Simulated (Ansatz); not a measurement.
# WC (Fm-3m) in Ansatz: further runs

The runs below take WC through relaxation of cell and atoms, with PBEsol, PBEsol+D3(BJ), PBEsol+D3(BJ)-ATM.

Everything below comes from runs of Ansatz 0.2.0. Logs are shortened: lines on timing, memory, paths and dates and some standing lists are left out, and cuts for length are marked.

## Step 1: The structure

The structure is cubic, space group Fm-3m (No. 225). Conventional cell: a = 4.385 Å, b = 4.385 Å, c = 4.385 Å, α = 90.00°, β = 90.00°, γ = 90.00°. W (site symmetry m-3m) has 6 C at 2.19 Å as nearest neighbours. C (site symmetry m-3m) has 6 W at 2.19 Å as nearest neighbours.

Measurements of this composition are mostly on another form, of space group No. 187.

## Step 2: Relaxation of cell and atoms, PBEsol

Contents of input.yaml:

```yaml
crystal:
  lattice:
    - [0.0, 2.192684, 2.192684]
    - [2.192684, 0.0, 2.192684]
    - [2.192684, 2.192684, 0.0]
  atoms:
    - { symbol: W, position: [0.0, 0.0, 0.0] }
    - { symbol: C, position: [0.5, 0.5, 0.5] }
hamiltonian:
  xc: pbesol
  pseudopotentials: { kind: paw }
kpoints:
  mp_grid: { grid: [10, 10, 10] }
scf:
  occupations: { method: fermi_dirac, width: 0.05 }
output:
  forces: true
  stress: true
  eigenvalues: true
relax:
  f_tol: 0.01
  max_steps: 40
  cell: { stress_tol: 0.05 }
```

Potentials or basis: Ansatz PAW.

On the command line:

```bash
$ ansatz run input.yaml --threads 2 --pin off --max-ram 5632MiB --backend cpu --events-out ev --progress --plain --runs-dir out
```

Output:

```text
Warning: RAYON_NUM_THREADS=2 ignored (pool sized by the plan → 2); use --threads N
Engine: ansatz 0.2.0, x86_64-unknown-linux-gnu
Pseudopotentials: kind: paw
Pseudopotential: W, paw, valence charge 14, recommended cutoff 420 eV (normal), W.paw.azcp
Pseudopotential: C, paw, valence charge 4, recommended cutoff 420 eV (normal), C.paw.azcp
Functional definition: PBEsol
  exchange = pbesol_x
  correlation = pbesol_c
Crystal: 2 atoms, lattice volume = 21.084 Å³
Basis set: ecut = 420 eV, 411 PW (Γ), exchange–correlation on 48×48×48 points (8 copies of the dense FFT grid, shifted against one another)
Bands: 13, of which v1, the nominal top of the filled ones, is band 9 counted from 1 (8 counted from 0)
Symmetry: 48 space group operations
Space group: Fm-3m (ITA 225), of the structure as read, at distance tolerance 2.8e-5 Å
k-points: 47 of 1000
Non-local potential: W, projectors of the file, l = 0: 3, l = 1: 2, l = 2: 2, l = 3: 1
Non-local potential: C, projectors of the file, l = 0: 2, l = 1: 2, l = 2: 1
PAW form: soft (Blöchl's): semilocal exchange-correlation on the pseudo side does not see the compensation charge
PAW frozen core: W, regenerated for the run's functional, and the local potential with it (the file was generated under x = pbe(κ = 0.804, μ = 0.2195149727645171), c = pbe(β = 0.06672455060314922))
PAW frozen core: C, regenerated for the run's functional, and the local potential with it (the file was generated under x = pbe(κ = 0.804, μ = 0.2195149727645171), c = pbe(β = 0.06672455060314922))
PAW one-centre angular grid: W, 590 points (default); XC on 64 Gauss nodes
PAW one-centre angular grid: C, 110 points (default); XC on 64 Gauss nodes
Initial density: superposition of atomic densities (neutral atoms: chi_scale 0, normalization atom), corrected by the library's trained network
Initial wavefunctions: pseudopotential atomic-orbital guess
Functional: x = pbesol(κ = 0.804, μ = 0.12345679012345678), c = pbesol(β = 0.046)
SCF iter   1: F=—  HF=-10502.827110 eV  |F-HF|=—  |Δ(HF+E_count)|=         —  Δρ=7.03e-3  dr2=9.25e-3  ethr=1.77e-3  ⟨swp⟩=5.2  Hψ=6865  notcnv=0  defer=44
automatic band count: the SCF goes on with 17 bands, as 13 were too few: the levels above may hold too much charge
preconditioner: auto → none  [insulator: Δε(μ)=0.157 eV  Ē_g=14.538 eV  σ=0.050 eV  W_gap=0.62  n_scr=8 (ndim 8)  ℏωp=25.6 eV  f_vac=0.000  D(μ)=0.72/eV (n_scr^D=8)  ε∞_Penn≈4.1]
SCF iter   2: F=—  HF=-10502.825500 eV  |F-HF|=—  |Δ(HF+E_count)|=   1.61e-3  Δρ=3.21e-3  dr2=1.99e-3  ethr=5.14e-5  ⟨swp⟩=1.1  Hψ=1179  notcnv=0  defer=60
SCF iter   3: F=—  HF=-10502.825229 eV  |F-HF|=—  |Δ(HF+E_count)|=   2.70e-4  Δρ=3.35e-4  dr2=1.44e-5  ethr=1.10e-5  ⟨swp⟩=1.7  Hψ=801  notcnv=0  defer=60
SCF iter   4: F=—  HF=-10502.825223 eV  |F-HF|=—  |Δ(HF+E_count)|=   6.51e-6  Δρ=6.86e-5  dr2=6.77e-7  ethr=8.01e-8  ⟨swp⟩=1.9  Hψ=854  notcnv=0  defer=60
iter 5 did not close the SCF: its close was put off for the readings that it lacked (scf_convergence_deferred on its scf_iter line)
SCF iter   5: F=-10502.825223 eV  HF=-10502.825223 eV  |F-HF|=3.55e-10  |Δ(HF+E_count)|=   1.28e-8  Δρ=6.93e-6  dr2=3.84e-9  ethr=3.76e-9  ⟨swp⟩=2.0  Hψ=883  notcnv=0  defer=60
SCF iter   6: F=-10502.825223 eV  HF=-10502.825223 eV  |F-HF|=1.33e-10  |Δ(HF+E_count)|=   1.90e-9  Δρ=1.00e-6  dr2=1.70e-10  ethr=2.13e-11  ⟨swp⟩=5.5  Hψ=3013  notcnv=0
SCF 1 converged in 6 iterations: F = -10502.825223 eV  dr2 = 1.70e-10
relax step   1: F+E_penalty+E_count = -10502.82522281 eV  Δ(F+E_penalty+E_count) = +0.000e0 eV  max|allowed force component| = 5.029e-30 eV/Å  Δτ_max = 0.0000 Å  P = -10.238 GPa  Ω = 21.084 Å³  (6 SCF iters, dr2 threshold 1.00e-7 eV, accepted)
Crystal: 2 atoms, lattice volume = 20.236 Å³
Bands: 17, of which v1, the nominal top of the filled ones, is band 9 counted from 1 (8 counted from 0)
Initial density: handed on by an earlier stage of this run
Initial wavefunctions: those handed on with the density
iter 1 solved again at ethr=1.48e-4 eV; its pass at ethr=3.10e-3 eV (dr2=2.67e-2 eV) is discarded
SCF iter   1: F=—  HF=-10502.847538 eV  |F-HF|=—  |Δ(HF+E_count)|=         —  Δρ=1.03e-2  dr2=2.61e-2  ethr=1.48e-4  ⟨swp⟩=2.0  Hψ=4590  notcnv=0
preconditioner: auto → none  [metal: Δε(μ)=0.109 eV  Ē_g=15.078 eV  σ=0.050 eV  W_gap=0.50  n_scr=8 (ndim 8)  ℏωp=26.1 eV  f_vac=0.000  D(μ)=0.72/eV (n_scr^D=8)]
SCF iter   2: F=—  HF=-10502.842731 eV  |F-HF|=—  |Δ(HF+E_count)|=   4.81e-3  Δρ=4.81e-3  dr2=6.00e-3  ethr=1.45e-4  ⟨swp⟩=1.8  Hψ=878  notcnv=0
SCF iter   3: F=—  HF=-10502.841336 eV  |F-HF|=—  |Δ(HF+E_count)|=   1.39e-3  Δρ=3.31e-4  dr2=1.28e-5  ethr=3.33e-5  ⟨swp⟩=1.0  Hψ=804  notcnv=0
SCF iter   4: F=—  HF=-10502.841332 eV  |F-HF|=—  |Δ(HF+E_count)|=   4.50e-6  Δρ=7.39e-5  dr2=8.83e-7  ethr=7.11e-8  ⟨swp⟩=2.0  Hψ=1035  notcnv=0
iter 5 did not close the SCF: its close was put off for the readings that it lacked (scf_convergence_deferred on its scf_iter line)
SCF iter   5: F=-10502.841332 eV  HF=-10502.841332 eV  |F-HF|=7.11e-10  |Δ(HF+E_count)|=   2.17e-8  Δρ=9.38e-6  dr2=6.52e-9  ethr=4.91e-9  ⟨swp⟩=1.8  Hψ=973  notcnv=0
[... 47 lines left out ...]
Crystal: 2 atoms, lattice volume = 20.504 Å³
iter 1 solved again at ethr=2.59e-9 eV; its pass at ethr=3.10e-3 eV (dr2=4.66e-7 eV) is discarded
SCF iter   1: F=—  HF=-10502.844199 eV  |F-HF|=—  |Δ(HF+E_count)|=         —  Δρ=4.28e-5  dr2=4.63e-7  ethr=2.59e-9  ⟨swp⟩=1.0  Hψ=3740  notcnv=0
preconditioner: auto → none  [insulator: Δε(μ)=0.140 eV  Ē_g=14.894 eV  σ=0.050 eV  W_gap=0.58  n_scr=8 (ndim 8)  ℏωp=25.9 eV  f_vac=0.000  D(μ)=0.74/eV (n_scr^D=8)  ε∞_Penn≈4.0]
SCF iter   2: F=—  HF=-10502.844198 eV  |F-HF|=—  |Δ(HF+E_count)|=   2.02e-7  Δρ=2.04e-5  dr2=1.11e-7  ethr=2.57e-9  ⟨swp⟩=1.0  Hψ=799  notcnv=0
iter 3 did not close the SCF: its close was put off for the readings that it lacked (scf_convergence_deferred on its scf_iter line)
SCF iter   3: F=-10502.844198 eV  HF=-10502.844198 eV  |F-HF|=9.28e-11  |Δ(HF+E_count)|=   2.54e-8  Δρ=1.51e-6  dr2=2.28e-10  ethr=6.15e-10  ⟨swp⟩=1.0  Hψ=809  notcnv=0
iter 4 did not close the SCF: its close was put off for the readings that it lacked (scf_convergence_deferred on its scf_iter line)
SCF iter   4: F=-10502.844198 eV  HF=-10502.844198 eV  |F-HF|=1.09e-11  |Δ(HF+E_count)|=  8.19e-11  Δρ=3.55e-7  dr2=1.89e-11  ethr=1.26e-12  ⟨swp⟩=2.7  Hψ=1207  notcnv=0
iter 5 did not close the SCF: its close was put off for the readings that it lacked (scf_convergence_deferred on its scf_iter line)
SCF iter   5: F=-10502.844198 eV  HF=-10502.844198 eV  |F-HF|=5.46e-12  |Δ(HF+E_count)|=  1.82e-12  Δρ=3.12e-8  dr2=9.18e-14  ethr=1.00e-12  ⟨swp⟩=1.0  Hψ=799  notcnv=0
iter 6 did not close the SCF: its close was put off for the readings that it lacked (scf_convergence_deferred on its scf_iter line)
SCF iter   6: F=-10502.844198 eV  HF=-10502.844198 eV  |F-HF|=7.28e-12  |Δ(HF+E_count)|=  3.64e-12  Δρ=5.01e-9  dr2=4.05e-15  ethr=1.00e-12  ⟨swp⟩=1.0  Hψ=799  notcnv=0
SCF iter   7: F=-10502.844198 eV  HF=-10502.844198 eV  |F-HF|=5.46e-12  |Δ(HF+E_count)|=    0.00e0  Δρ=4.19e-10  dr2=3.39e-17  ethr=1.00e-12  ⟨swp⟩=1.0  Hψ=1786  notcnv=0
SCF 6 converged in 7 iterations: F = -10502.844198 eV  dr2 = 3.39e-17
relax step   6: F+E_penalty+E_count = -10502.84419845 eV  Δ(F+E_penalty+E_count) = -7.838e-6 eV  max|allowed force component| = 9.203e-31 eV/Å  Δτ_max = 0.0000 Å  P = -0.000 GPa  Ω = 20.504 Å³  energy of the carried Pulay correction = +7.125e-6 eV  (7 SCF iters, dr2 threshold 1.09e-8 eV, accepted)
iter 1 solved again at ethr=2.32e-8 eV; its pass at ethr=3.10e-3 eV (dr2=4.17e-6 eV) is discarded
SCF iter   1: F=—  HF=-10502.844200 eV  |F-HF|=—  |Δ(HF+E_count)|=         —  Δρ=1.91e-7  dr2=7.25e-12  ethr=2.32e-8  ⟨swp⟩=3.2  Hψ=5924  notcnv=0
eigensolver tolerance schedule: the retry pair's looser diagonalisation over-reported the residual by 575114.83 of it (diagonalisation noise at an unbounded share of the residual, at the tolerance the schedule requests for it); recorded, not acted on — ethr = c·dr2/N_el stays at c = 1.0e-1
SCF iter   2: F=—  HF=-10502.844198 eV  |F-HF|=—  |Δ(HF+E_count)|=   1.34e-6  Δρ=1.07e-7  dr2=2.34e-12  ethr=1.00e-12  ⟨swp⟩=3.1  Hψ=1490  notcnv=0
iter 3 did not close the SCF: its close was put off for the readings that it lacked (scf_convergence_deferred on its scf_iter line)
SCF iter   3: F=-10502.844198 eV  HF=-10502.844198 eV  |F-HF|=5.46e-12  |Δ(HF+E_count)|=  5.46e-12  Δρ=6.68e-8  dr2=8.93e-13  ethr=1.00e-12  ⟨swp⟩=1.0  Hψ=799  notcnv=0
iter 4 did not close the SCF: its close was put off for the readings that it lacked (scf_convergence_deferred on its scf_iter line)
SCF iter   4: F=-10502.844198 eV  HF=-10502.844198 eV  |F-HF|=3.64e-12  |Δ(HF+E_count)|=  1.82e-12  Δρ=4.14e-8  dr2=3.39e-13  ethr=1.00e-12  ⟨swp⟩=1.0  Hψ=799  notcnv=0
iter 5 did not close the SCF: its close was put off for the readings that it lacked (scf_convergence_deferred on its scf_iter line)
SCF iter   5: F=-10502.844198 eV  HF=-10502.844198 eV  |F-HF|=3.64e-12  |Δ(HF+E_count)|=  7.28e-12  Δρ=3.26e-8  dr2=2.10e-13  ethr=1.00e-12  ⟨swp⟩=1.0  Hψ=799  notcnv=0
iter 6 did not close the SCF: its close was put off for the readings that it lacked (scf_convergence_deferred on its scf_iter line)
SCF iter   6: F=-10502.844198 eV  HF=-10502.844198 eV  |F-HF|=1.82e-12  |Δ(HF+E_count)|=  1.82e-12  Δρ=2.46e-8  dr2=1.20e-13  ethr=1.00e-12  ⟨swp⟩=1.0  Hψ=799  notcnv=0
SCF iter   7: F=-10502.844198 eV  HF=-10502.844198 eV  |F-HF|=3.64e-12  |Δ(HF+E_count)|=  3.64e-12  Δρ=8.69e-9  dr2=1.51e-14  ethr=1.00e-12  ⟨swp⟩=2.4  Hψ=2248  notcnv=0
SCF 7 converged in 7 iterations: F = -10502.844198 eV  dr2 = 1.51e-14
relax step   7: F+E_penalty+E_count = -10502.84419845 eV  Δ(F+E_penalty+E_count) = -3.638e-12 eV  max|allowed force component| = 1.841e-30 eV/Å  Δτ_max = 0.0000 Å  P = -0.000 GPa  Ω = 20.504 Å³  stress off target by 2.35e-4 GPa  SCF on the basis re-selected at this cell (its energy is not comparable with the rows above)  (7 SCF iters)
basis re-selected at this cell: Δ(F+E_penalty+E_count) = -3.638e-12 eV, ΔP = -0.000 GPa vs the last step (what re-selecting the basis moved, of the pressure what is left beyond the Pulay correction that the steps carried, after the strain that the cell walked since its last selection, with what the two solves' SCF thresholds leave and, on support functions, any second-order correction that the steps lacked; it is no measure of the basis error at this ecutwfc). This SCF's stress stands 2.35e-4 GPa from its target on what of the cell is left free (relax.cell.stress_tol is 5.00e-2 GPa) and its largest allowed force component is 1.84e-30 eV/Å (relax.f_tol is 1.00e-2 eV/Å): within both
SCF converged after 7 iterations
Free energy (F): -10502.844198 eV
Harris-Foulkes:  -10502.844198 eV  (|F-HF|=3.64e-12)
Internal energy: -10502.837966 eV  (E = F + TS)
E sigma→0 (E₀):  -10502.841082 eV
Entropy (-TS):   -0.006233 eV (-3.116 meV/atom)
Fermi energy:    22.361837 eV
--- Per-component energies (eV) ---
  E_band       = -52.903432
  E_kinetic    = 543.375943
  E_local      = -642.212864  (includes V_loc(G=0)·N_el)
  E_nonlocal   = 29.090223
  E_hartree    = 225.351605
  E_xc         = -314.558637
  E_vxc        = -300.104559  (∫ρ·V_xc dr)
  E_paw        = -8531.175585  (= ΣΔE_a)
  E_vpaw       = -133.755317  (= ΣTr[D̂ρ^β])
  E_aug_tail   = -0.000070  (compensation charges beyond the density's cutoff)
  E_ewald      = -1812.951474
  E_core_change = 0.242893  (= ΣΔE_core)
  E_smearing   = -0.006233  (= −TS)
  E_closure    = -0.000000  (closes the sum)
  Σ components = -10502.844198   (vs F -10502.844198, Δ=0.00e0)
--- Forces (eV/Å), atoms counted from 1 ---
  atom   1  W     -0.00000000     0.00000000    -0.00000000
  atom   2  C      0.00000000    -0.00000000     0.00000000
  max |Σ_I F_I| component: 1.84e-30 eV/Å
--- Stress (GPa, compression-positive) ---
       -0.000235      -0.000000      -0.000000
       -0.000000      -0.000235      -0.000000
       -0.000000      -0.000000      -0.000235
  P = ⅓ Tr σ = -0.0002 GPa (-0.002 kbar)
--- Band table (eV; the first three rows and the last of 47) ---
  k-point 0: bands = ["-52.9799", "-17.0056", "-17.0056", "-17.0056", "6.2861", "19.4402", "19.4402", "19.4402", "21.2305", "21.2305", "21.2305", "21.3121", "21.3121", "29.0859", "31.8971", "45.9564", "45.9564"]
  k-point 1: bands = ["-52.9758", "-17.0713", "-17.0125", "-17.0125", "6.5771", "18.5223", "18.9935", "18.9935", "20.0918", "20.0918", "21.5978", "23.4656", "23.4656", "29.5969", "32.5700", "43.2358", "44.3872"]
  k-point 2: bands = ["-52.9651", "-17.2405", "-17.0305", "-17.0305", "7.3981", "16.8441", "17.5768", "17.5768", "20.6993", "20.6993", "22.0721", "25.8987", "25.8987", "30.6236", "34.0849", "40.2698", "41.2622"]
  k-point 46: bands = ["-52.9225", "-17.4747", "-17.3643", "-17.2453", "9.3911", "16.0662", "16.1320", "16.2205", "21.9807", "23.5697", "24.7116", "25.7662", "27.5831", "33.7241", "34.6823", "36.2259", "39.0605"]
--- Relaxed structure (5 steps of the walk, 5 accepted, 2 SCFs on fresh bases) ---
  F+E_penalty+E_count = -10502.84419845 eV   max|allowed force component| = 1.841e-30 eV/Å   (the final SCF, on the basis selected at the relaxed cell)
  cell:  # Å, volume = 20.5044 Å³
    - [-1.1719355675659858e-33, 2.1723968487035976, 2.1723968487035976]
    - [2.1723968487035976, -8.82136283195049e-34, 2.1723968487035976]
    - [2.1723968487035976, 2.1723968487035976, 1.716503453581702e-33]
  atoms:
    - { symbol: W, position: [-1.372411865138621e-36, 1.6011471759958616e-36, 1.14367655428073e-36] }
    - { symbol: C, position: [0.5, 0.5, 0.5] }
```

Run time: 2.7 s. Hardware: 2 threads of Intel Xeon 6975P-C (Granite Rapids), shared host; peak memory 0.35 GiB.

Results:

* Free energy: -10502.8442 eV
* Relaxed volume: 10.25 Å³/atom
* Relaxed cell: a = 3.072 Å, b = 3.072 Å, c = 3.072 Å, α = 60.00°, β = 60.00°, γ = 60.00°
* Space group after relaxing (to 0.05 Å): Fm-3m (No. 225)
* Energy gained by relaxing: 9.5 meV/atom
* Ionic steps: 7
* Pressure after relaxing: 0.0 GPa
* Band gap on the k mesh: none (metal or under the smearing width)

Step by step:
| step | energy change (eV) | largest force (eV/Å) | volume (Å³) |
| --- | --- | --- | --- |
| 1 | 0.0000 | 0.0000 | 21.08 |
| 2 | -0.0161 | 0.0000 | 20.24 |
| 3 | -0.0200 | 0.0000 | 20.52 |
| 4 | -0.0200 | 0.0000 | 20.51 |
| 5 | -0.0190 | 0.0000 | 20.51 |
| 6 | -0.0190 | 0.0000 | 20.50 |
| 7 | -0.0190 | 0.0000 | 20.50 |

Final structure:
```cif
data_structure
_symmetry_space_group_name_H-M 'P 1'
_symmetry_Int_Tables_number 1
_cell_length_a 3.0722
_cell_length_b 3.0722
_cell_length_c 3.0722
_cell_angle_alpha 60.000
_cell_angle_beta 60.000
_cell_angle_gamma 60.000
_cell_volume 20.50
loop_
_atom_site_label
_atom_site_type_symbol
_atom_site_fract_x
_atom_site_fract_y
_atom_site_fract_z
_atom_site_occupancy
W1 W 0.00000 0.00000 0.00000 1
C1 C 0.50000 0.50000 0.50000 1
```

Caveat: the plane-wave basis is chosen anew once the cell has moved, so the energies of steps on either side of that aren't comparable; the pressure holds a Pulay correction of +0.3 GPa for the finite cutoff; the PAW data sets come from PBE, with cores solved anew for the run's functional, which leaves a small shift of forces and pressure.

[end of part 1 of 2]
